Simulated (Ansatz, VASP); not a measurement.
MgO: VASP beside Ansatz

Contents of INCAR:

```
PREC = Accurate
ENCUT = 520
EDIFF = 1E-6
ISMEAR = 0
SIGMA = 0.05
LREAL = False
LASPH = True
NELM = 60
ALGO = Normal
ISIF = 2
LWAVE = False
LCHARG = False
GGA = PS
NBANDS = 16
```

Contents of KPOINTS:

```
regular mesh
0
Gamma
  9 9 6
```

POSCAR

```
MgO
1.0
    3.5347000000      0.0000000000      0.0000000000
   -1.7673500000      3.0611399948      0.0000000000
    0.0000000000      0.0000000000      5.3206000000
Mg O
2 2
Direct
    0.3333333333      0.6666666667      0.0036583380
    0.6666666667      0.3333333333      0.5036583380
    0.3333333333      0.6666666667      0.4009416620
    0.6666666667      0.3333333333      0.9009416620
```

Input for Ansatz:

```yaml
crystal:
  lattice:
    - [3.5347, 0.0, 0.0]
    - [-1.76735, 3.0611399948, 0.0]
    - [0.0, 0.0, 5.3206]
  atoms:
    - { symbol: Mg, position: [0.3333333333, 0.6666666667, 0.003658338] }
    - { symbol: Mg, position: [0.6666666667, 0.3333333333, 0.503658338] }
    - { symbol: O, position: [0.3333333333, 0.6666666667, 0.400941662] }
    - { symbol: O, position: [0.6666666667, 0.3333333333, 0.900941662] }
basis:
  ecutwfc: 520.0
kpoints:
  mp_grid: { grid: [9, 9, 6] }
hamiltonian:
  xc: pbesol
  pseudopotentials: { kind: paw, azcp: { folder: soft_1 } }
scf:
  occupations: { method: gaussian, width: 0.05 }
output:
  forces: true
  stress: true
  eigenvalues: true
```

Alike in both runs: task single point; functional PBEsol; k mesh 9 × 9 × 6; occupations gaussian, width 0.05 eV; no spin polarisation.

```csv
,VASP,Ansatz
version,VASP 6.6.1,Ansatz 0.2.0
potentials or method,"VASP PAW PBE potentials, release 64 (Mg, O)","scalar-relativistic, plane waves, PAW"
plane-wave cutoff (eV),520,520
valence electrons in the cell,16,32
```

VASP gave:

| Item | Value |
| --- | --- |
| gap on the k mesh at the Fermi level (eV) | 2.39 |
| least direct gap on the mesh (eV) | 2.39 |
| pressure (GPa) | -16.2 |
| largest component of the traceless stress (GPa) | 2.06 |
| rms of the force components (eV/Å) | 0.058 |

Task: Which values does Ansatz return?

Result: gap on the k mesh at the Fermi level (eV): 2.40; least direct gap on the mesh (eV): 2.40; pressure (GPa): -15.8; largest component of the traceless stress (GPa): 2.00; rms of the force components (eV/Å): 0.057.

Atom by atom the forces differ by 0.001 eV/Å (rms over components). With one functional, cell and mesh, what is left measures potentials, basis and numerics. The two sets of potentials don't hold the same shells in valence. Ansatz warned: «pseudo_functional_mismatch».

Caveats: so large a pressure means that the cell lies far from this level's equilibrium, or that cutoff or potentials fall short (VASP); the potentials were made for another functional, which shifts forces and pressure (VASP); an odd mesh through Γ misses points on the zone boundary, where band edges often lie.
